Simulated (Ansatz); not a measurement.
# Beta-Sn (white tin) under LDA: how the plane-wave cutoff moves the result, part 2 of 2

How high must the plane-wave cutoff be for energy and pressure to settle? The geometry was relaxed under LDA beforehand and stays fixed; 9 values are run, from 150 to 800 eV. Wanted are the values from which on the energy stays within 10 and 1 meV/atom, and the pressure within 0.5 GPa, of the last run. Within the series other settings stay, but some runs also write fields, which adds to their time. Spin polarisation is left out.

Ansatz 0.2.0; DFT LDA, plane waves with PAW, scalar-relativistic. The steps go on from the part before.

## Step 7: Run at 350 eV

The run at 350 eV.

File input.yaml:

```yaml
crystal:
  lattice:
    - [-2.8994216605, 2.9008009606, 1.5581694818]
    - [2.9008009606, -2.8994216605, 1.5581694818]
    - [2.8985835788, 2.8985835788, -1.5556411493]
  atoms:
    - { symbol: Sn, position: [1.64062e-05, 0.9999835938, 0.0] }
    - { symbol: Sn, position: [0.7499835938, 0.2500164062, 0.5] }
hamiltonian:
  xc: lda
  pseudopotentials:
    kind: paw
    azcp:
      Sn: "pseudopotentials/Sn.paw.azcp"
basis:
  ecutwfc: 350
  fft_grid_basis: typed
kpoints:
  mp_grid: { grid: [11, 11, 8], shift: [0, 0, 0] }
magnetization:
  spin_polarized: false
scf:
  occupations: { method: fermi_dirac, width: 0.1 }
  lower_state_search: "off"
output:
  stress: true
```

Launch:

```
$ ansatz run input.yaml --threads 2 --pin off --max-ram 5120MiB --backend cpu --events-out ev --progress --plain --runs-dir out
```

The program printed:

```text
Warning: basis.ecutwfc = 350 eV is below the records' recommended 420 eV, and the density's cutoff is lower with it unless basis.ecutrho_ratio is high enough to keep the records' density cutoff: compare with a run at a higher cutoff
Warning: <dir> the record states the generating functional pbe (its physics header spells it `PBE`), which answers neither for hamiltonian.xc's functional nor for the lda family's — results may be inconsistent (PPs are generated against a specific XC)
Warning: RAYON_NUM_THREADS=2 ignored (pool sized by the plan → 2); use --threads N
[... 6 set-up lines as earlier in the session ...]
Crystal: 2 atoms, lattice volume = 52.406 Å³
Basis set: ecut = 350 eV, 789 PW (Γ)
Bands: 18, of which v1, the nominal top of the filled ones, is band 14 counted from 1 (13 counted from 0)
[... 2 set-up lines as earlier in the session ...]
k-points: 270 of 968
[... 7 set-up lines as earlier in the session ...]
SCF iter   1: F=—  HF=-11759.092313 eV  |F-HF|=—  |Δ(HF+E_count)|=         —  Δρ=6.80e-3  dr2=1.07e-2  ethr=1.77e-3  ⟨swp⟩=5.6  Hψ=23816  notcnv=0
preconditioner: auto → Kerker (q_TF=auto, 2.458 Å⁻¹)  [metal: Δε(μ)=0.019 eV  Ē_g=20.262 eV  σ=0.100 eV  W_gap=0.05  n_scr=16 (ndim 8)  ℏωp=27.1 eV  f_vac=0.000  D(μ)=0.82/eV (n_scr^D=4)]
SCF iter   2: F=—  HF=-11759.086303 eV  |F-HF|=—  |Δ(HF+E_count)|=   6.01e-3  Δρ=3.63e-3  dr2=3.18e-3  ethr=3.84e-5  ⟨swp⟩=1.5  Hψ=7401  notcnv=0
SCF iter   3: F=—  HF=-11759.085205 eV  |F-HF|=—  |Δ(HF+E_count)|=   1.10e-3  Δρ=4.82e-4  dr2=1.77e-4  ethr=1.14e-5  ⟨swp⟩=2.0  Hψ=7560  notcnv=0
SCF iter   4: F=—  HF=-11759.085161 eV  |F-HF|=—  |Δ(HF+E_count)|=   4.39e-5  Δρ=4.11e-4  dr2=4.35e-5  ethr=6.34e-7  ⟨swp⟩=2.0  Hψ=8656  notcnv=0
SCF iter   5: F=—  HF=-11759.085128 eV  |F-HF|=—  |Δ(HF+E_count)|=   3.26e-5  Δρ=6.46e-5  dr2=3.32e-6  ethr=1.55e-7  ⟨swp⟩=2.0  Hψ=8620  notcnv=0
SCF iter   6: F=—  HF=-11759.085128 eV  |F-HF|=—  |Δ(HF+E_count)|=   6.48e-7  Δρ=4.89e-5  dr2=1.26e-6  ethr=1.18e-8  ⟨swp⟩=1.0  Hψ=4860  notcnv=0
SCF iter   7: F=-11759.085127 eV  HF=-11759.085127 eV  |F-HF|=2.59e-8  |Δ(HF+E_count)|=   6.70e-7  Δρ=7.34e-6  dr2=2.36e-8  ethr=3.57e-10  ⟨swp⟩=3.4  Hψ=20740  notcnv=0
SCF 1 converged in 7 iterations: F = -11759.085127 eV  dr2 = 2.36e-8
SCF converged after 7 iterations
Free energy (F): -11759.085127 eV
Harris-Foulkes:  -11759.085127 eV  (|F-HF|=2.59e-8)
Internal energy: -11759.057518 eV  (E = F + TS)
E sigma→0 (E₀):  -11759.071322 eV
Entropy (-TS):   -0.027609 eV (-13.805 meV/atom)
Fermi energy:    10.895355 eV
--- Per-component energies (eV) ---
  E_band       = -157.869984
  E_kinetic    = 376.942132
  E_local      = -1662.553002  (includes V_loc(G=0)·N_el)
  E_nonlocal   = -56.007508
  E_hartree    = 1045.811409
  E_xc         = -758.999953
  E_vxc        = -198.411986  (∫ρ·V_xc dr)
  E_paw        = -7989.218499  (= ΣΔE_a)
  E_vpaw       = -709.452701  (= ΣTr[D̂ρ^β])
  E_aug_tail   = -0.000000  (compensation charges beyond the density's cutoff)
  E_ewald      = -2715.881892
  E_core_change = 0.849796  (= ΣΔE_core)
  E_smearing   = -0.027609  (= −TS)
  E_closure    = -0.000000  (closes the sum)
  Σ components = -11759.085127   (vs F -11759.085127, Δ=0.00e0)
--- Stress (GPa, compression-positive) ---
        0.031310       0.001955       0.003684
        0.001955       0.031310       0.003684
        0.003684       0.003684       0.011073
  P = ⅓ Tr σ = 0.0246 GPa (0.246 kbar)
```

Wall time 2.9 s (2 threads of Intel Xeon 6975P-C (Granite Rapids), shared host); peak memory 0.48 GiB.

## Step 8: Run at 420 eV

The run at 420 eV.

Changes to input.yaml since step 7:

```diff
@@ -15,3 +15,3 @@
 basis:
-  ecutwfc: 350
+  ecutwfc: 420
   fft_grid_basis: typed
```

Launch:

```
$ ansatz run input.yaml --threads 2 --pin off --max-ram 5120MiB --backend cpu --events-out ev --progress --plain --runs-dir out
```

The program printed:

```text
Warning: <dir> the record states the generating functional pbe (its physics header spells it `PBE`), which answers neither for hamiltonian.xc's functional nor for the lda family's — results may be inconsistent (PPs are generated against a specific XC)
Warning: RAYON_NUM_THREADS=2 ignored (pool sized by the plan → 2); use --threads N
[... 6 set-up lines as earlier in the session ...]
Crystal: 2 atoms, lattice volume = 52.406 Å³
Basis set: ecut = 420 eV, 1033 PW (Γ)
Bands: 18, of which v1, the nominal top of the filled ones, is band 14 counted from 1 (13 counted from 0)
[... 2 set-up lines as earlier in the session ...]
k-points: 270 of 968
[... 7 set-up lines as earlier in the session ...]
SCF iter   1: F=—  HF=-11759.096559 eV  |F-HF|=—  |Δ(HF+E_count)|=         —  Δρ=6.80e-3  dr2=1.07e-2  ethr=1.77e-3  ⟨swp⟩=5.6  Hψ=24293  notcnv=0
preconditioner: auto → Kerker (q_TF=auto, 2.458 Å⁻¹)  [metal: Δε(μ)=0.019 eV  Ē_g=20.261 eV  σ=0.100 eV  W_gap=0.05  n_scr=16 (ndim 8)  ℏωp=27.1 eV  f_vac=0.000  D(μ)=0.82/eV (n_scr^D=4)]
SCF iter   2: F=—  HF=-11759.090551 eV  |F-HF|=—  |Δ(HF+E_count)|=   6.01e-3  Δρ=3.62e-3  dr2=3.16e-3  ethr=3.84e-5  ⟨swp⟩=1.5  Hψ=7456  notcnv=0
SCF iter   3: F=—  HF=-11759.089460 eV  |F-HF|=—  |Δ(HF+E_count)|=   1.09e-3  Δρ=4.86e-4  dr2=1.80e-4  ethr=1.13e-5  ⟨swp⟩=2.0  Hψ=7560  notcnv=0
SCF iter   4: F=—  HF=-11759.089415 eV  |F-HF|=—  |Δ(HF+E_count)|=   4.43e-5  Δρ=4.11e-4  dr2=4.34e-5  ethr=6.44e-7  ⟨swp⟩=2.0  Hψ=8655  notcnv=0
SCF iter   5: F=—  HF=-11759.089383 eV  |F-HF|=—  |Δ(HF+E_count)|=   3.26e-5  Δρ=6.75e-5  dr2=3.48e-6  ethr=1.55e-7  ⟨swp⟩=2.0  Hψ=8632  notcnv=0
SCF iter   6: F=—  HF=-11759.089382 eV  |F-HF|=—  |Δ(HF+E_count)|=   7.33e-7  Δρ=4.99e-5  dr2=1.29e-6  ethr=1.24e-8  ⟨swp⟩=1.0  Hψ=4860  notcnv=0
SCF iter   7: F=-11759.089381 eV  HF=-11759.089381 eV  |F-HF|=2.62e-8  |Δ(HF+E_count)|=   6.90e-7  Δρ=7.47e-6  dr2=2.37e-8  ethr=3.57e-10  ⟨swp⟩=3.6  Hψ=21718  notcnv=0
SCF 1 converged in 7 iterations: F = -11759.089381 eV  dr2 = 2.37e-8
SCF converged after 7 iterations
Free energy (F): -11759.089381 eV
Harris-Foulkes:  -11759.089381 eV  (|F-HF|=2.62e-8)
Internal energy: -11759.061776 eV  (E = F + TS)
E sigma→0 (E₀):  -11759.075579 eV
Entropy (-TS):   -0.027605 eV (-13.803 meV/atom)
Fermi energy:    10.894581 eV
--- Per-component energies (eV) ---
  E_band       = -157.874337
  E_kinetic    = 376.967536
  E_local      = -1662.566808  (includes V_loc(G=0)·N_el)
  E_nonlocal   = -56.026256
  E_hartree    = 1045.831520
  E_xc         = -759.004135
  E_vxc        = -198.415338  (∫ρ·V_xc dr)
  E_paw        = -7989.231536  (= ΣΔE_a)
  E_vpaw       = -709.486770  (= ΣTr[D̂ρ^β])
  E_aug_tail   = -0.000001  (compensation charges beyond the density's cutoff)
  E_ewald      = -2715.881892
  E_core_change = 0.849796  (= ΣΔE_core)
  E_smearing   = -0.027605  (= −TS)
  E_closure    = -0.000000  (closes the sum)
  Σ components = -11759.089381   (vs F -11759.089381, Δ=0.00e0)
--- Stress (GPa, compression-positive) ---
        0.008246       0.001782       0.003833
        0.001782       0.008246       0.003833
        0.003833       0.003833      -0.023385
  P = ⅓ Tr σ = -0.0023 GPa (-0.023 kbar)
```

It took 3.8 s on 2 threads of Intel Xeon 6975P-C (Granite Rapids), shared host; peak memory 0.48 GiB.

## Step 9: Run at 500 eV

The run at 500 eV.

Changes to input.yaml since step 8:

```diff
@@ -15,3 +15,3 @@
 basis:
-  ecutwfc: 420
+  ecutwfc: 500
   fft_grid_basis: typed
@@ -26 +26,5 @@
   stress: true
+  write_density: true
+  write_potential: true
+  elf: true
+  volumetric_format: npy
```

Launch:

```
$ ansatz run input.yaml --threads 2 --pin off --max-ram 5120MiB --backend cpu --events-out ev --progress --plain --runs-dir out
```

The program printed:

```text
Warning: <dir> the record states the generating functional pbe (its physics header spells it `PBE`), which answers neither for hamiltonian.xc's functional nor for the lda family's — results may be inconsistent (PPs are generated against a specific XC)
Warning: RAYON_NUM_THREADS=2 ignored (pool sized by the plan → 2); use --threads N
[... 6 set-up lines as earlier in the session ...]
Crystal: 2 atoms, lattice volume = 52.406 Å³
Basis set: ecut = 500 eV, 1303 PW (Γ)
Bands: 18, of which v1, the nominal top of the filled ones, is band 14 counted from 1 (13 counted from 0)
[... 2 set-up lines as earlier in the session ...]
k-points: 270 of 968
[... 7 set-up lines as earlier in the session ...]
SCF iter   1: F=—  HF=-11759.097865 eV  |F-HF|=—  |Δ(HF+E_count)|=         —  Δρ=6.84e-3  dr2=1.08e-2  ethr=1.77e-3  ⟨swp⟩=5.6  Hψ=24509  notcnv=0
preconditioner: auto → Kerker (q_TF=auto, 2.458 Å⁻¹)  [metal: Δε(μ)=0.019 eV  Ē_g=20.260 eV  σ=0.100 eV  W_gap=0.05  n_scr=16 (ndim 8)  ℏωp=27.1 eV  f_vac=0.000  D(μ)=0.82/eV (n_scr^D=4)]
SCF iter   2: F=—  HF=-11759.091797 eV  |F-HF|=—  |Δ(HF+E_count)|=   6.07e-3  Δρ=3.63e-3  dr2=3.18e-3  ethr=3.86e-5  ⟨swp⟩=1.4  Hψ=7477  notcnv=0
SCF iter   3: F=—  HF=-11759.090684 eV  |F-HF|=—  |Δ(HF+E_count)|=   1.11e-3  Δρ=4.91e-4  dr2=1.84e-4  ethr=1.13e-5  ⟨swp⟩=2.0  Hψ=7560  notcnv=0
SCF iter   4: F=—  HF=-11759.090639 eV  |F-HF|=—  |Δ(HF+E_count)|=   4.41e-5  Δρ=4.26e-4  dr2=4.63e-5  ethr=6.57e-7  ⟨swp⟩=2.0  Hψ=8656  notcnv=0
SCF iter   5: F=—  HF=-11759.090602 eV  |F-HF|=—  |Δ(HF+E_count)|=   3.69e-5  Δρ=6.29e-5  dr2=3.27e-6  ethr=1.65e-7  ⟨swp⟩=2.0  Hψ=8631  notcnv=0
SCF iter   6: F=—  HF=-11759.090602 eV  |F-HF|=—  |Δ(HF+E_count)|=   5.34e-7  Δρ=4.99e-5  dr2=1.32e-6  ethr=1.17e-8  ⟨swp⟩=1.0  Hψ=4860  notcnv=0
SCF iter   7: F=-11759.090601 eV  HF=-11759.090601 eV  |F-HF|=2.80e-8  |Δ(HF+E_count)|=   7.04e-7  Δρ=7.56e-6  dr2=2.50e-8  ethr=3.57e-10  ⟨swp⟩=7.4  Hψ=32177  notcnv=0
SCF 1 converged in 7 iterations: F = -11759.090601 eV  dr2 = 2.50e-8
SCF converged after 7 iterations
Free energy (F): -11759.090601 eV
Harris-Foulkes:  -11759.090601 eV  (|F-HF|=2.80e-8)
Internal energy: -11759.062995 eV  (E = F + TS)
E sigma→0 (E₀):  -11759.076798 eV
Entropy (-TS):   -0.027606 eV (-13.803 meV/atom)
Fermi energy:    10.894334 eV
--- Per-component energies (eV) ---
  E_band       = -157.888491
  E_kinetic    = 377.008796
  E_local      = -1662.579547  (includes V_loc(G=0)·N_el)
  E_nonlocal   = -56.051793
  E_hartree    = 1045.833252
  E_xc         = -759.012136
  E_vxc        = -198.423322  (∫ρ·V_xc dr)
  E_paw        = -7989.229471  (= ΣΔE_a)
  E_vpaw       = -709.499079  (= ΣTr[D̂ρ^β])
  E_aug_tail   = -0.000001  (compensation charges beyond the density's cutoff)
  E_ewald      = -2715.881892
  E_core_change = 0.849796  (= ΣΔE_core)
  E_smearing   = -0.027606  (= −TS)
  E_closure    = -0.000000  (closes the sum)
  Σ components = -11759.090601   (vs F -11759.090601, Δ=0.00e0)
--- Stress (GPa, compression-positive) ---
        0.002720       0.001803       0.003823
        0.001803       0.002720       0.003823
        0.003823       0.003823      -0.023360
  P = ⅓ Tr σ = -0.0060 GPa (-0.060 kbar)
--- Band table (eV; the first three rows and the last of 270) ---
  k-point 0: bands = ["-10.6632", "-10.5828", "-10.5256", "-10.5245", "-10.3361", "-10.3360", "-10.3254", "-10.3253", "-10.2377", "-10.1204", "-0.5029", "7.1195", "8.8116", "8.8159", "13.9154", "17.1423", "17.1433", "18.1472"]
  k-point 1: bands = ["-10.6487", "-10.5847", "-10.5323", "-10.5136", "-10.3429", "-10.3296", "-10.3223", "-10.3204", "-10.2461", "-10.1349", "-0.3596", "6.0796", "8.9840", "9.5903", "14.5704", "16.0764", "16.3969", "18.0404"]
  k-point 2: bands = ["-10.6073", "-10.5882", "-10.5501", "-10.4798", "-10.3659", "-10.3177", "-10.3153", "-10.3065", "-10.2688", "-10.1722", "0.0703", "4.5070", "9.4950", "10.5392", "14.4205", "15.0038", "16.3587", "17.6552"]
  k-point 269: bands = ["-10.5938", "-10.5938", "-10.3820", "-10.3820", "-10.3589", "-10.3589", "-10.3292", "-10.3292", "-10.3193", "-10.3193", "3.0984", "3.0984", "6.0349", "6.0349", "16.3413", "16.3413", "20.1849", "20.1849"]
```

Run time: 6 s. Hardware: 2 threads of Intel Xeon 6975P-C (Granite Rapids), shared host; peak memory 0.57 GiB.

## Step 10: Run at 600 eV

The run at 600 eV.

Changes to input.yaml since step 9:

```diff
@@ -15,3 +15,3 @@
 basis:
-  ecutwfc: 500
+  ecutwfc: 600
   fft_grid_basis: typed
@@ -26,5 +26 @@
   stress: true
-  write_density: true
-  write_potential: true
-  elf: true
-  volumetric_format: npy
```

Launch:

```
$ ansatz run input.yaml --threads 2 --pin off --max-ram 5120MiB --backend cpu --events-out ev --progress --plain --runs-dir out
```

The program printed:

```text
Warning: <dir> the record states the generating functional pbe (its physics header spells it `PBE`), which answers neither for hamiltonian.xc's functional nor for the lda family's — results may be inconsistent (PPs are generated against a specific XC)
Warning: RAYON_NUM_THREADS=2 ignored (pool sized by the plan → 2); use --threads N
[... 6 set-up lines as earlier in the session ...]
Crystal: 2 atoms, lattice volume = 52.406 Å³
Basis set: ecut = 600 eV, 1747 PW (Γ)
Bands: 18, of which v1, the nominal top of the filled ones, is band 14 counted from 1 (13 counted from 0)
[... 2 set-up lines as earlier in the session ...]
k-points: 270 of 968
[... 7 set-up lines as earlier in the session ...]
SCF iter   1: F=—  HF=-11759.098349 eV  |F-HF|=—  |Δ(HF+E_count)|=         —  Δρ=6.84e-3  dr2=1.09e-2  ethr=1.77e-3  ⟨swp⟩=5.6  Hψ=24595  notcnv=0
preconditioner: auto → Kerker (q_TF=auto, 2.458 Å⁻¹)  [metal: Δε(μ)=0.019 eV  Ē_g=20.260 eV  σ=0.100 eV  W_gap=0.05  n_scr=16 (ndim 8)  ℏωp=27.1 eV  f_vac=0.000  D(μ)=0.82/eV (n_scr^D=4)]
SCF iter   2: F=—  HF=-11759.092424 eV  |F-HF|=—  |Δ(HF+E_count)|=   5.92e-3  Δρ=3.63e-3  dr2=3.17e-3  ethr=3.88e-5  ⟨swp⟩=1.5  Hψ=7519  notcnv=0
SCF iter   3: F=—  HF=-11759.091327 eV  |F-HF|=—  |Δ(HF+E_count)|=   1.10e-3  Δρ=4.85e-4  dr2=1.80e-4  ethr=1.13e-5  ⟨swp⟩=2.0  Hψ=7560  notcnv=0
SCF iter   4: F=—  HF=-11759.091282 eV  |F-HF|=—  |Δ(HF+E_count)|=   4.44e-5  Δρ=4.00e-4  dr2=4.12e-5  ethr=6.41e-7  ⟨swp⟩=2.0  Hψ=8656  notcnv=0
SCF iter   5: F=—  HF=-11759.091251 eV  |F-HF|=—  |Δ(HF+E_count)|=   3.13e-5  Δρ=7.20e-5  dr2=3.73e-6  ethr=1.47e-7  ⟨swp⟩=2.0  Hψ=8640  notcnv=0
SCF iter   6: F=—  HF=-11759.091250 eV  |F-HF|=—  |Δ(HF+E_count)|=   9.01e-7  Δρ=5.07e-5  dr2=1.31e-6  ethr=1.33e-8  ⟨swp⟩=1.0  Hψ=4861  notcnv=0
SCF iter   7: F=-11759.091249 eV  HF=-11759.091249 eV  |F-HF|=2.80e-8  |Δ(HF+E_count)|=   7.05e-7  Δρ=7.74e-6  dr2=2.49e-8  ethr=3.57e-10  ⟨swp⟩=3.6  Hψ=21981  notcnv=0
SCF 1 converged in 7 iterations: F = -11759.091249 eV  dr2 = 2.49e-8
SCF converged after 7 iterations
Free energy (F): -11759.091249 eV
Harris-Foulkes:  -11759.091249 eV  (|F-HF|=2.80e-8)
Internal energy: -11759.063643 eV  (E = F + TS)
E sigma→0 (E₀):  -11759.077446 eV
Entropy (-TS):   -0.027606 eV (-13.803 meV/atom)
Fermi energy:    10.894415 eV
--- Per-component energies (eV) ---
  E_band       = -157.881492
  E_kinetic    = 376.957541
  E_local      = -1662.566082  (includes V_loc(G=0)·N_el)
  E_nonlocal   = -56.013609
  E_hartree    = 1045.820250
  E_xc         = -758.998740
  E_vxc        = -198.410409  (∫ρ·V_xc dr)
  E_paw        = -7989.230908  (= ΣΔE_a)
  E_vpaw       = -709.479487  (= ΣTr[D̂ρ^β])
  E_aug_tail   = -0.000000  (compensation charges beyond the density's cutoff)
  E_ewald      = -2715.881892
  E_core_change = 0.849796  (= ΣΔE_core)
  E_smearing   = -0.027606  (= −TS)
  E_closure    = 0.000000  (closes the sum)
  Σ components = -11759.091249   (vs F -11759.091249, Δ=0.00e0)
--- Stress (GPa, compression-positive) ---
        0.001913       0.001794       0.003834
        0.001794       0.001913       0.003834
        0.003834       0.003834      -0.024220
  P = ⅓ Tr σ = -0.0068 GPa (-0.068 kbar)
```

Wall time 6.4 s (2 threads of Intel Xeon 6975P-C (Granite Rapids), shared host); peak memory 0.63 GiB.

## Step 11: Run at 800 eV

The run at 800 eV.

Changes to input.yaml since step 10:

```diff
@@ -15,3 +15,3 @@
 basis:
-  ecutwfc: 600
+  ecutwfc: 800
   fft_grid_basis: typed
@@ -26 +26,5 @@
   stress: true
+  write_density: true
+  write_potential: true
+  elf: true
+  volumetric_format: npy
```

Launch:

```
$ ansatz run input.yaml --threads 2 --pin off --max-ram 5120MiB --backend cpu --events-out ev --progress --plain --runs-dir out
```

The program printed:

```text
Warning: <dir> the record states the generating functional pbe (its physics header spells it `PBE`), which answers neither for hamiltonian.xc's functional nor for the lda family's — results may be inconsistent (PPs are generated against a specific XC)
Warning: RAYON_NUM_THREADS=2 ignored (pool sized by the plan → 2); use --threads N
[... 6 set-up lines as earlier in the session ...]
Crystal: 2 atoms, lattice volume = 52.406 Å³
Basis set: ecut = 800 eV, 2715 PW (Γ)
Bands: 18, of which v1, the nominal top of the filled ones, is band 14 counted from 1 (13 counted from 0)
[... 2 set-up lines as earlier in the session ...]
k-points: 270 of 968
[... 7 set-up lines as earlier in the session ...]
SCF iter   1: F=—  HF=-11759.098377 eV  |F-HF|=—  |Δ(HF+E_count)|=         —  Δρ=6.91e-3  dr2=1.11e-2  ethr=1.77e-3  ⟨swp⟩=5.8  Hψ=25543  notcnv=0
preconditioner: auto → Kerker (q_TF=auto, 2.458 Å⁻¹)  [metal: Δε(μ)=0.019 eV  Ē_g=20.260 eV  σ=0.100 eV  W_gap=0.05  n_scr=16 (ndim 8)  ℏωp=27.1 eV  f_vac=0.000  D(μ)=0.82/eV (n_scr^D=4)]
SCF iter   2: F=—  HF=-11759.092743 eV  |F-HF|=—  |Δ(HF+E_count)|=   5.63e-3  Δρ=3.59e-3  dr2=3.11e-3  ethr=3.95e-5  ⟨swp⟩=1.6  Hψ=8060  notcnv=0
SCF iter   3: F=—  HF=-11759.091678 eV  |F-HF|=—  |Δ(HF+E_count)|=   1.07e-3  Δρ=4.81e-4  dr2=1.73e-4  ethr=1.11e-5  ⟨swp⟩=2.0  Hψ=7560  notcnv=0
SCF iter   4: F=—  HF=-11759.091629 eV  |F-HF|=—  |Δ(HF+E_count)|=   4.87e-5  Δρ=2.88e-4  dr2=2.27e-5  ethr=6.18e-7  ⟨swp⟩=2.0  Hψ=8650  notcnv=0
SCF iter   5: F=—  HF=-11759.091616 eV  |F-HF|=—  |Δ(HF+E_count)|=   1.25e-5  Δρ=1.15e-4  dr2=5.84e-6  ethr=8.10e-8  ⟨swp⟩=2.0  Hψ=8654  notcnv=0
SCF iter   6: F=—  HF=-11759.091614 eV  |F-HF|=—  |Δ(HF+E_count)|=   2.86e-6  Δρ=4.47e-5  dr2=8.89e-7  ethr=2.09e-8  ⟨swp⟩=2.4  Hψ=7939  notcnv=0
SCF iter   7: F=-11759.091613 eV  HF=-11759.091613 eV  |F-HF|=8.55e-9  |Δ(HF+E_count)|=   4.94e-7  Δρ=4.88e-6  dr2=9.24e-9  ethr=3.57e-10  ⟨swp⟩=8.1  Hψ=34664  notcnv=0
SCF 1 converged in 7 iterations: F = -11759.091613 eV  dr2 = 9.24e-9
SCF converged after 7 iterations
Free energy (F): -11759.091613 eV
Harris-Foulkes:  -11759.091613 eV  (|F-HF|=8.55e-9)
Internal energy: -11759.064007 eV  (E = F + TS)
E sigma→0 (E₀):  -11759.077810 eV
Entropy (-TS):   -0.027606 eV (-13.803 meV/atom)
Fermi energy:    10.894496 eV
--- Per-component energies (eV) ---
  E_band       = -157.873993
  E_kinetic    = 376.924186
  E_local      = -1662.556295  (includes V_loc(G=0)·N_el)
  E_nonlocal   = -55.987996
  E_hartree    = 1045.809052
  E_xc         = -758.989668
  E_vxc        = -198.401652  (∫ρ·V_xc dr)
  E_paw        = -7989.231190  (= ΣΔE_a)
  E_vpaw       = -709.464771  (= ΣTr[D̂ρ^β])
  E_aug_tail   = -0.000000  (compensation charges beyond the density's cutoff)
  E_ewald      = -2715.881892
  E_core_change = 0.849796  (= ΣΔE_core)
  E_smearing   = -0.027606  (= −TS)
  E_closure    = -0.000000  (closes the sum)
  Σ components = -11759.091613   (vs F -11759.091613, Δ=0.00e0)
--- Stress (GPa, compression-positive) ---
        0.001957       0.001795       0.003833
        0.001795       0.001957       0.003833
        0.003833       0.003833      -0.024522
  P = ⅓ Tr σ = -0.0069 GPa (-0.069 kbar)
--- Band table (eV; the first three rows and the last of 270) ---
  k-point 0: bands = ["-10.6626", "-10.5822", "-10.5250", "-10.5239", "-10.3355", "-10.3353", "-10.3248", "-10.3246", "-10.2371", "-10.1197", "-0.5027", "7.1198", "8.8117", "8.8161", "13.9156", "17.1423", "17.1433", "18.1473"]
  k-point 1: bands = ["-10.6481", "-10.5841", "-10.5316", "-10.5129", "-10.3422", "-10.3290", "-10.3217", "-10.3198", "-10.2455", "-10.1342", "-0.3594", "6.0798", "8.9841", "9.5905", "14.5705", "16.0764", "16.3969", "18.0405"]
  k-point 2: bands = ["-10.6067", "-10.5876", "-10.5495", "-10.4792", "-10.3653", "-10.3170", "-10.3147", "-10.3058", "-10.2681", "-10.1716", "0.0705", "4.5073", "9.4951", "10.5394", "14.4206", "15.0039", "16.3588", "17.6553"]
  k-point 269: bands = ["-10.5932", "-10.5932", "-10.3813", "-10.3813", "-10.3582", "-10.3582", "-10.3286", "-10.3286", "-10.3187", "-10.3187", "3.0987", "3.0987", "6.0350", "6.0350", "16.3413", "16.3413", "20.1850", "20.1850"]
```

It took 12 s on 2 threads of Intel Xeon 6975P-C (Granite Rapids), shared host; peak memory 0.79 GiB.

## Step 12: The series

Energies count from the run at 800 eV.

| cutoff (eV) | plane waves at Γ | E(σ → 0) (meV/atom) | P (GPa) | SCF cycles | CPU time |
| --- | --- | --- | --- | --- | --- |
| 150 | 219 | 39740.44 | 3.39 | 7 | 3.8 s |
| 200 | 343 | 5016.36 | 1.37 | 7 | 3.3 s |
| 250 | 453 | 509.23 | 0.77 | 6 | 4.2 s |
| 300 | 617 | 34.85 | 0.12 | 7 | 4.7 s |
| 350 | 789 | 3.24 | 0.02 | 7 | 5.5 s |
| 420 | 1033 | 1.12 | 0.00 | 7 | 7.2 s |
| 500 | 1303 | 0.51 | -0.01 | 7 | 11 s |
| 600 | 1747 | 0.18 | -0.01 | 7 | 12 s |
| 800 | 2715 | 0.00 | -0.01 | 7 | 23 s |

## Step 13: Summary of results

This closing draws on all 2 parts.

| quantity | value |
| --- | --- |
| E(σ → 0) stays within 10 meV/atom of 800 eV | from 350 eV on |
| E(σ → 0) stays within 1 meV/atom | from 500 eV on |
| pressure stays within 0.5 GPa | from 300 eV on |
| pressure at 800 eV | -0.01 GPa |
| CPU time, dearest over cheapest | 7.1 |
| run at the usual settings (mesh 19×19×13 against the series' 11×11×8, 420 eV) | +4.3 meV/atom from 800 eV, -0.04 GPa |

In words: At 150 eV the energy differs by +39740 meV/atom and the pressure by +3.4 GPa. The energy falls at each step up in cutoff, as the variational principle asks. 1 meV/atom is reached at 500 eV; energy differences often converge earlier, as errors cancel. The cell taken over is 3 % smaller than the measured one (27.05 Å³/atom, COD).
